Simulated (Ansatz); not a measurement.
**TaSi2: single point with PBEsol**

Crystal: TaSi2.

```xyz
9
Lattice="4.7800 0.0000 0.0000 -2.3900 4.1396 0.0000 0.0000 0.0000 6.5640" Properties=species:S:1:pos:R:3 pbc="T T T"
Ta   -1.1953    2.0655    1.0887
Ta    1.1460    2.0753    5.4488
Ta    2.4447   -0.0195    3.2837
Si    1.2473    0.7291    1.1032
Si   -1.1655    3.4665    5.4943
Si    2.3731    2.7114    3.2671
Si    1.1634    3.4278    1.1369
Si    3.6338    0.6673    5.4573
Si   -0.0144    1.3605    3.2564
```

The cell isn't the ideal one: atoms moved at random, drawn with an rms of 0.05 Å.

| Item | Value |
| --- | --- |
| Program | Ansatz 0.2.0 |
| Task | single point |
| Functional | PBEsol |
| Potentials or basis | Ansatz PAW |
| Cutoff | 420 eV (not typed: the program's choice for these potentials) |
| k mesh | 7 × 7 × 4 |
| Occupations | fermi-dirac, width 0.05 eV |
| Spin | no spin polarisation |

```json
{"Pressure": "-0.6 GPa", "Largest force": "1.362 eV/Å", "Band gap on the k mesh": "none (metal or under the smearing width)"}
```

Forces on the atoms (eV/Å):
```
Ta   0.203 -0.005 -0.109
Ta   0.940 -0.013  0.359
Ta  -1.176  0.013  0.242
Si  -0.974 -0.667 -0.056
Si  -0.994  0.324 -0.275
Si   0.337  0.983  0.214
Si   1.071  0.364 -0.759
Si   0.373 -0.215  0.265
Si   0.219 -0.783  0.119
```

Stress tensor (GPa, compression positive):
```
-1.18 -0.14 -0.25
-0.14 -1.81  0.21
-0.25  0.21  1.29
```

Levels at points of the mesh, in eV from the Fermi level:
| k point | band 30 | band 31 | band 32 | band 33 | band 34 | band 35 |
| --- | --- | --- | --- | --- | --- | --- |
| (0.00, 0.00, 0.00) | -2.22 | -2.13 | -1.83 | 0.50 | 3.05 | 3.11 |
| (0.00, 0.00, -0.50) | -1.99 | -1.57 | 0.99 | 1.03 | 2.74 | 2.87 |

Wall time 4 s on 4 threads of AMD EPYC 9R45 96-Core Processor (Zen 5), on a shared host, peak memory 0.74 GiB.

Caveat: the cell's inner coordinates are idealised or old, which leaves forces on the atoms; the PAW data sets come from PBE, with cores solved anew for the run's functional, which leaves a small shift of forces and pressure. The run has no spin-orbit coupling, so splittings on Ta are missing.
